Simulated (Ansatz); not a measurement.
# PbO2 (Fm-3m) in Ansatz: notebook

One crystal, PbO2, is run at these levels: LDA; tasks: single point, equation of state.

All numbers are computed with Ansatz 0.2.0; they aren't measurements. Logs are shortened: lines on timing, memory, paths and dates and some standing lists are left out, and cuts for length are marked.

**1. The structure**

It takes space group Fm-3m (No. 225, cubic). The conventional cell has a = 5.404 Å, b = 5.404 Å, c = 5.404 Å, α = 90.00°, β = 90.00°, γ = 90.00°. Pb (site symmetry m-3m) has 8 O at 2.34 Å as nearest neighbours. O (site symmetry -43m) has 4 Pb at 2.34 Å as nearest neighbours.

The cell comes from a database or a generator and needn't be the stable form of this composition.

**2. Single point, LDA, 12.36 Å³/atom (volume scaled by 0.94)**

Contents of input.yaml:

```yaml
crystal:
  lattice:
    - [0.0, 2.6468338291, 2.6468338291]
    - [2.6468338291, 0.0, 2.6468338291]
    - [2.6468338291, 2.6468338291, 0.0]
  atoms:
    - { symbol: Pb, position: [0.0, 0.0, 0.0] }
    - { symbol: O, position: [0.75, 0.75, 0.75] }
    - { symbol: O, position: [0.25, 0.25, 0.25] }
kpoints:
  mp_grid: { grid: [9, 9, 9] }
scf:
  occupations: { method: fermi_dirac, width: 0.05 }
hamiltonian:
  xc: lda
  pseudopotentials: { kind: all_electron, lapw: { basis_error: 0.002 } }
output:
  forces: true
  stress: true
  eigenvalues: true
```

Potentials or basis: all-electron LAPW, scalar-relativistic.

Launch:

```bash
$ ansatz run input.yaml --threads 2 --pin off --max-ram 8192MiB --backend cpu --events-out ev --progress --plain --runs-dir out
```

Output:

```text
Warning: RAYON_NUM_THREADS=2 ignored (pool sized by the plan → 2); use --threads N
LAPW: plane waves up to 8.937 Å⁻¹, error target 2.0e-3 eV per atom; small_component_spin mean_spin; O in spheres of 1.006 Å, 8 of its electrons in bands, Dirac shells []; Pb in spheres of 1.286 Å, 46 of its electrons in bands, Dirac shells [] (how accurate: hamiltonian.pseudopotentials.lapw.basis_error, Limitations)
Engine: ansatz 0.2.0, aarch64-unknown-linux-gnu
Pseudopotentials: kind: all_electron
Pseudopotential: Pb, LAPW, valence charge 46, lapw/all_electron/scalar/gaussian/Pb, Koelling and Harmon's equation, gaussian nucleus
Pseudopotential: O, LAPW, valence charge 8, lapw/all_electron/scalar/gaussian/O, Koelling and Harmon's equation, gaussian nucleus
Functional definition: SPW92
  exchange = slater_x
  correlation = pw_c
Crystal: 3 atoms, lattice volume = 37.086 Å³
Basis set: ecut = 304.3055256854587 eV, 459 PW (Γ), exchange–correlation at level 2
Bands: 38, of which v1, the nominal top of the filled ones, is band 31 counted from 1 (30 counted from 0)
Symmetry: 48 space group operations
Space group: Fm-3m (ITA 225), of the structure as read, at distance tolerance 3.3e-5 Å
k-points: 35 of 729
Non-local potential: Pb, projectors of the file, none
Non-local potential: O, projectors of the file, none
Initial density: superposition of atomic densities (chi_scale 0.1, normalization cell, long waves kept (reshape's long-wave potential 0.00 eV rms))
Initial wavefunctions: plane waves of lowest kinetic energy (no species holds an atomic orbital)
Functional: x = slater, c = lda
iter 1 solved again at ethr=7.91e-3 eV; its pass at ethr=1.00e-1 eV (dr2=4.91e0 eV) is discarded
SCF iter   1: F=—  HF=-571835.332379 eV  |F-HF|=—  |Δ(HF+E_count)|=         —  Δρ=1.03e-1  dr2=4.90e0  ethr=7.91e-3  ⟨swp⟩=2.0  Hψ=8131  notcnv=0
preconditioner: auto → none  [insulator: Δε(μ)=0.996 eV  Ē_g=20.623 eV  σ=0.050 eV  W_gap=0.83  n_scr=14 (ndim 8)  ℏωp=31.1 eV  f_vac=0.109  D(μ)=0.05/eV (n_scr^D=0)  ε∞_Penn≈3.3]
iter 2 solved again at ethr=7.87e-4 eV; its pass at ethr=7.91e-3 eV (dr2=4.88e-1 eV) is discarded
SCF iter   2: F=—  HF=-571833.482504 eV  |F-HF|=—  |Δ(HF+E_count)|=    1.85e0  Δρ=3.55e-2  dr2=4.88e-1  ethr=7.87e-4  ⟨swp⟩=2.0  Hψ=6586  notcnv=0
SCF iter   3: F=—  HF=-571832.603392 eV  |F-HF|=—  |Δ(HF+E_count)|=   8.79e-1  Δρ=1.22e-2  dr2=6.56e-2  ethr=7.87e-4  ⟨swp⟩=3.0  Hψ=4038  notcnv=0
SCF iter   4: F=—  HF=-571832.580812 eV  |F-HF|=—  |Δ(HF+E_count)|=         —  Δρ=9.31e-4  dr2=3.57e-4  ethr=1.06e-4  ⟨swp⟩=2.0  Hψ=4005  notcnv=0
the basis was enlarged: its passes take 97.7 KiB over the memory plan, 2 of 2 planned eigensolver slots
SCF iter   5: F=—  HF=-571832.579346 eV  |F-HF|=—  |Δ(HF+E_count)|=   1.47e-3  Δρ=2.32e-4  dr2=2.24e-5  ethr=5.75e-7  ⟨swp⟩=2.0  Hψ=3818  notcnv=0
SCF iter   6: F=—  HF=-571832.579312 eV  |F-HF|=—  |Δ(HF+E_count)|=   3.40e-5  Δρ=8.76e-5  dr2=2.42e-6  ethr=3.61e-8  ⟨swp⟩=2.2  Hψ=3824  notcnv=0
SCF iter   7: F=—  HF=-571832.579310 eV  |F-HF|=—  |Δ(HF+E_count)|=   1.91e-6  Δρ=1.52e-5  dr2=7.61e-8  ethr=3.90e-9  ⟨swp⟩=2.0  Hψ=3818  notcnv=0
SCF iter   8: F=-571832.579310 eV  HF=-571832.579310 eV  |F-HF|=6.98e-10  |Δ(HF+E_count)|=   6.60e-8  Δρ=2.56e-6  dr2=1.91e-9  ethr=1.23e-10  ⟨swp⟩=2.0  Hψ=3818  notcnv=0
SCF 1 converged in 8 iterations: F = -571832.579310 eV  dr2 = 1.91e-9
SCF converged after 8 iterations
Free energy (F): -571832.579310 eV
Harris-Foulkes:  -571832.579310 eV  (|F-HF|=6.98e-10)
Internal energy: -571832.573552 eV  (E = F + TS)
E sigma→0 (E₀):  -571832.576431 eV
Entropy (-TS):   -0.005758 eV (-1.919 meV/atom)
Fermi energy:    14.210984 eV
--- Per-component energies (eV) ---
  E_band       = -7866.892989
  E_kinetic    = 658480.455799
  E_xc         = -10714.873188
  E_electrostatic = -1219598.156164  (all electrons and nuclei)
  E_smearing   = -0.005758  (= −TS)
  E_closure    = 0.000000  (closes the sum)
  E_atoms      = -571814.437412  (free atoms, spherical and without spin; not in F)
  Σ components = -571832.579310   (vs F -571832.579310, Δ=0.00e0)
  Basis errors (estimates in eV, not in F): energy 7.9e-4 per atom: plane waves 7.2e-4 (4.2e-4 summed), levels above the bands 1.3e-153, relativity 1.2e-8, radial functions 6.9e-5, core shells 6.8e-8; eigenvalues (radial functions only) 2.7e-4; not estimated: angular momenta, meshes, grids; target (lapw.basis_error) 2.0e-3; muffin-tin radii O 1.006 Å, Pb 1.286 Å
--- Forces (eV/Å), atoms counted from 1 ---
  atom   1  Pb     0.00000000     0.00000000     0.00000000
  atom   2  O      0.00000000     0.00000000    -0.00000000
  atom   3  O      0.00000000     0.00000000    -0.00000000
  max |Σ_I F_I| component: 3.70e-17 eV/Å
--- Stress (GPa, compression-positive) ---
       -1.351083      -0.000000      -0.000000
       -0.000000      -1.351083       0.000000
       -0.000000       0.000000      -1.351083
  P = ⅓ Tr σ = -1.3511 GPa (-13.511 kbar)
--- Band table (eV; the first three rows and the last of 35) ---
  k-point 0: bands = ["-486.4902", "-486.4902", "-381.0221", "-381.0221", "-381.0076", "-381.0076", "-381.0076", "-123.8587", "-112.9527", "-112.9527", "-112.9527", "-112.9447", "-112.9447", "-112.9447", "-112.9345", "-65.5867", "-65.5867", "-65.5867", "-4.6093", "-1.4668", "-1.4668", "-1.4668", "-1.2308", "-1.1334", "-1.1334", "11.9243", "12.1367", "12.1367", "12.1367", "12.8616", "12.8616", "12.8616", "21.1432", "21.1432", "21.1432", "25.8722", "29.9390", "29.9390"]
  k-point 1: bands = ["-486.4902", "-486.4902", "-381.0221", "-381.0221", "-381.0076", "-381.0076", "-381.0076", "-123.8587", "-112.9527", "-112.9527", "-112.9527", "-112.9447", "-112.9447", "-112.9447", "-112.9345", "-65.5869", "-65.5868", "-65.5868", "-4.4944", "-2.0375", "-1.4476", "-1.4476", "-1.1350", "-1.1350", "-0.6391", "10.6629", "11.9334", "12.0014", "12.0014", "12.8536", "12.8536", "14.1129", "20.8739", "21.4269", "21.4269", "26.8954", "29.8352", "29.8352"]
  k-point 2: bands = ["-486.4902", "-486.4902", "-381.0221", "-381.0221", "-381.0076", "-381.0076", "-381.0076", "-123.8587", "-112.9527", "-112.9527", "-112.9527", "-112.9447", "-112.9447", "-112.9447", "-112.9345", "-65.5872", "-65.5868", "-65.5868", "-4.1999", "-2.5557", "-1.4060", "-1.4060", "-1.1310", "-1.1310", "-0.0807", "9.1919", "11.4854", "11.6910", "11.6910", "12.8135", "12.8135", "15.4945", "20.7128", "22.1833", "22.1833", "28.8089", "29.6494", "29.6494"]
  k-point 34: bands = ["-486.4902", "-486.4902", "-381.0221", "-381.0221", "-381.0076", "-381.0076", "-381.0076", "-123.8587", "-112.9527", "-112.9527", "-112.9527", "-112.9447", "-112.9447", "-112.9447", "-112.9345", "-65.5876", "-65.5875", "-65.5872", "-3.4030", "-3.3296", "-1.2380", "-1.1485", "-1.1106", "-0.2933", "0.1211", "5.7719", "9.0765", "11.0592", "11.7722", "13.7079", "14.1640", "16.7050", "22.3519", "23.4774", "23.5751", "25.5537", "30.3766", "31.5622"]
```

Run time: 8.6 s. Hardware: 2 threads of Arm Neoverse V1, shared host; peak memory 0.34 GiB.

What came out:

| Quantity | Value |
| --- | --- |
| Free energy | -571832.5793 eV |
| Pressure | -1.4 GPa |
| Band gap on the k mesh | none (metal or under the smearing width) |

**3. Single point, LDA, 12.63 Å³/atom (volume scaled by 0.96)**

input.yaml: that of step 2 with these lines changed.

```diff
@@ -2,5 +2,5 @@
   lattice:
-    - [0.0, 2.6468338291, 2.6468338291]
-    - [2.6468338291, 0.0, 2.6468338291]
-    - [2.6468338291, 2.6468338291, 0.0]
+    - [0.0, 2.6654741181, 2.6654741181]
+    - [2.6654741181, 0.0, 2.6654741181]
+    - [2.6654741181, 2.6654741181, 0.0]
   atoms:
```

Potentials or basis: all-electron LAPW, scalar-relativistic.

Launch:

```bash
$ ansatz run input.yaml --threads 2 --pin off --max-ram 8192MiB --backend cpu --events-out ev --progress --plain --runs-dir out
```

It took 8.1 s on 2 threads of Arm Neoverse V1, shared host; peak memory 0.34 GiB.

It converged, with:

```yaml
Free_energy: -571832.5645 eV
Pressure: -4.6 GPa
Band_gap_on_the_k_mesh: none (metal or under the smearing width)
```

**4. Single point, LDA, 12.89 Å³/atom (volume scaled by 0.98)**

input.yaml: that of step 3 with these lines changed.

```diff
@@ -2,5 +2,5 @@
   lattice:
-    - [0.0, 2.6654741181, 2.6654741181]
-    - [2.6654741181, 0.0, 2.6654741181]
-    - [2.6654741181, 2.6654741181, 0.0]
+    - [0.0, 2.6838572791, 2.6838572791]
+    - [2.6838572791, 0.0, 2.6838572791]
+    - [2.6838572791, 2.6838572791, 0.0]
   atoms:
```

Launch:

```bash
$ ansatz run input.yaml --threads 2 --pin off --max-ram 8192MiB --backend cpu --events-out ev --progress --plain --runs-dir out
```

Wall time 8 s (2 threads of Arm Neoverse V1, shared host); peak memory 0.34 GiB.

Results (log left out):

| Quantity | Value |
| --- | --- |
| Free energy | -571832.5346 eV |
| Pressure | -7.5 GPa |
| Band gap on the k mesh | none (metal or under the smearing width) |

**5. Single point, LDA, 13.15 Å³/atom**

input.yaml: that of step 4 with these lines changed.

```diff
@@ -2,5 +2,5 @@
   lattice:
-    - [0.0, 2.6838572791, 2.6838572791]
-    - [2.6838572791, 0.0, 2.6838572791]
-    - [2.6838572791, 2.6838572791, 0.0]
+    - [0.0, 2.701992, 2.701992]
+    - [2.701992, 0.0, 2.701992]
+    - [2.701992, 2.701992, 0.0]
   atoms:
```

Launch:

```bash
$ ansatz run input.yaml --threads 2 --pin off --max-ram 8192MiB --backend cpu --events-out ev --progress --plain --runs-dir out
```

Run time: 7.7 s. Hardware: 2 threads of Arm Neoverse V1, shared host; peak memory 0.34 GiB.

It converged, with:

```
Free energy            : -571832.4913 eV
Pressure               : -10.0 GPa
Band gap on the k mesh : none (metal or under the smearing width)
```

**6. Single point, LDA, 13.41 Å³/atom (volume scaled by 1.02)**

input.yaml: that of step 5 with these lines changed.

```diff
@@ -2,5 +2,5 @@
   lattice:
-    - [0.0, 2.701992, 2.701992]
-    - [2.701992, 0.0, 2.701992]
-    - [2.701992, 2.701992, 0.0]
+    - [0.0, 2.7198865082, 2.7198865082]
+    - [2.7198865082, 0.0, 2.7198865082]
+    - [2.7198865082, 2.7198865082, 0.0]
   atoms:
```

Potentials or basis: all-electron LAPW, scalar-relativistic.

Launch:

```bash
$ ansatz run input.yaml --threads 2 --pin off --max-ram 8192MiB --backend cpu --events-out ev --progress --plain --runs-dir out
```

Run time: 7.9 s. Hardware: 2 threads of Arm Neoverse V1, shared host; peak memory 0.34 GiB.

It converged, with:

- Free energy: -571832.4364 eV
- Pressure: -12.2 GPa
- Band gap on the k mesh: none (metal or under the smearing width)

**7. Single point, LDA, 13.68 Å³/atom (volume scaled by 1.04)**

input.yaml: that of step 6 with these lines changed.

```diff
@@ -2,5 +2,5 @@
   lattice:
-    - [0.0, 2.7198865082, 2.7198865082]
-    - [2.7198865082, 0.0, 2.7198865082]
-    - [2.7198865082, 2.7198865082, 0.0]
+    - [0.0, 2.7375486038, 2.7375486038]
+    - [2.7375486038, 0.0, 2.7375486038]
+    - [2.7375486038, 2.7375486038, 0.0]
   atoms:
```

Launch:

```bash
$ ansatz run input.yaml --threads 2 --pin off --max-ram 8192MiB --backend cpu --events-out ev --progress --plain --runs-dir out
```

It took 8.3 s on 2 threads of Arm Neoverse V1, shared host; peak memory 0.34 GiB.

It converged, with:

```
Free energy            : -571832.3713 eV
Pressure               : -14.2 GPa
Band gap on the k mesh : none (metal or under the smearing width)
```

**8. Single point, LDA, 13.94 Å³/atom (volume scaled by 1.06)**

input.yaml: that of step 7 with these lines changed.

```diff
@@ -2,5 +2,5 @@
   lattice:
-    - [0.0, 2.7375486038, 2.7375486038]
-    - [2.7375486038, 0.0, 2.7375486038]
-    - [2.7375486038, 2.7375486038, 0.0]
+    - [0.0, 2.7549856893, 2.7549856893]
+    - [2.7549856893, 0.0, 2.7549856893]
+    - [2.7549856893, 2.7549856893, 0.0]
   atoms:
```

Launch:

```bash
$ ansatz run input.yaml --threads 2 --pin off --max-ram 8192MiB --backend cpu --events-out ev --progress --plain --runs-dir out
```

Run time: 7.5 s. Hardware: 2 threads of Arm Neoverse V1, shared host; peak memory 0.34 GiB.

It converged, with:

- Free energy: -571832.2972 eV
- Pressure: -15.9 GPa
- Band gap on the k mesh: none (metal or under the smearing width)

**9. Equation of state, LDA**

Potentials or basis: all-electron LAPW, scalar-relativistic.

No new run: the results of the series are fitted here.

Results:

```yaml
Equilibrium_volume: "12.26 Å³/atom (rough: see the caveat)"
Bulk_modulus: 171 GPa (rough)
```

Energy against volume, from the lowest point:
| volume (Å³/atom) | energy (meV/atom) |
| --- | --- |
| 12.362 | 0.00 |
| 12.625 | 4.94 |
| 12.888 | 14.92 |
| 13.151 | 29.32 |
| 13.414 | 47.62 |
| 13.677 | 69.33 |
| 13.940 | 94.02 |

Caveat: the minimum lies outside the volumes run.
